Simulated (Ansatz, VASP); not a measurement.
# One calculation of Be, two programs

INCAR

```
SYSTEM = Be
PREC = Accurate ; ENCUT = 520
EDIFF = 1E-7 ; ISMEAR = -1
SIGMA = 0.05 ; LREAL = .False.
LASPH = .True. ; NELM = 60
ALGO = Fast ; ISIF = 2
LWAVE = .False. ; LCHARG = .False.
GGA = PE ; NBANDS = 7
```

File KPOINTS:

```
regular mesh
0
Gamma
  12 12 13
  0 0 0
```

The input POSCAR:

```
Be
1.0
    2.2327400000     -0.0111637000      0.0000000000
   -0.0111637000      2.2327400000      0.0000000000
    0.0000000000      0.0000000000      2.0656500000
Be
1
Direct
    0.5000000000      0.5000000000      0.0000000000
```

input.yaml

```yaml
crystal:
  lattice:
    - [2.23274, -0.0111637, 0.0]
    - [-0.0111637, 2.23274, 0.0]
    - [0.0, 0.0, 2.06565]
  atoms:
    - { symbol: Be, position: [0.5, 0.5, 0.0] }
hamiltonian:
  xc: pbe
  pseudopotentials: { kind: paw }
kpoints:
  mp_grid: { grid: [12, 12, 13] }
scf:
  occupations: { method: fermi_dirac, width: 0.05 }
output:
  forces: true
  stress: true
  eigenvalues: true
  write_density: true
  write_potential: true
  elf: true
  volumetric_format: npy
```

Change from the starting cell: strain = -0.01.

Alike in both runs: task single point; functional PBE; k mesh 12 × 12 × 13; occupations fermi-dirac, width 0.05 eV; no spin polarisation.

|  | VASP | Ansatz |
| --- | --- | --- |
| version | VASP 6.6.1 | Ansatz 0.2.0 |
| potentials or method | VASP PAW PBE potentials, release 64 (Be) | Ansatz PAW |
| plane-wave cutoff (eV) | 520 | 420 |
| valence electrons in the cell | 2 | 2 |

Ansatz gave:

```
gap on the k mesh at the Fermi level (eV)       : none
pressure (GPa)                                  : 0.1
largest component of the traceless stress (GPa) : 1.24
```

Task: Which values does VASP return?

Result: gap on the k mesh at the Fermi level (eV): none; pressure (GPa): 0.2; largest component of the traceless stress (GPa): 1.15.

A gap of «none» marks a metal or a gap that the smearing closes.
